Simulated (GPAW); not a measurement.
Runs of GPAW 26.7.0 on CoO. It takes space group P-6m2 (No. 187, hexagonal). The conventional cell has a = 2.828 Å, b = 2.828 Å, c = 2.722 Å, α = 90.00°, β = 90.00°, γ = 120.00°. Around Co (site symmetry -6m2) lie 6 O at 2.13 Å. O (site symmetry -6m2) has 6 Co at 2.13 Å as nearest neighbours. The cell was built by a generator and needn't be a form met in nature.

| level | potentials or basis | gap on the mesh (eV) | pressure (GPa) | moment (μB) | relaxed volume (Å³/atom) |
| --- | --- | --- | --- | --- | --- |
| PBE | GPAW PAW data sets (gpaw-data 1.2.1), pw | none | 0.0 | 3.00 | 9.45 |
| PBE+D4 | GPAW PAW data sets (gpaw-data 1.2.1), pw | none | -0.2 | 3.00 | (a) |
| LDA | the program's PAW data sets (release 1.2.1) made for this functional, pw | none | -0.2 | 2.98 | 8.69 |
| PBEsol | PAW data sets generated in the run's folder for this functional, pw | none | -0.3 | 3.00 | (b) |

Alike in all rows: task relaxation of cell and atoms; spin collinear, ferromagnetic start; cell relaxed; k mesh 8 × 8 × 7; cutoff (eV) 800; smearing fermi-dirac 0.05 eV.

Q: Fill in the values left out.

A: (a) 9.29; (b) 9.02.

Caveats: each step starts from the last one's moments, so a moment once lost doesn't come back; later steps reuse the first step's grids; a cell with one magnetic atom can't hold antiferromagnetic order, which such compounds often take; semilocal functionals often make such compounds metallic where correlation or magnetic order opens a gap, which also shifts bond lengths; pairwise dispersion overbinds metals, which lowers pressure and volume (some runs).

A gap of «none» marks a metal or a gap under the smearing width.
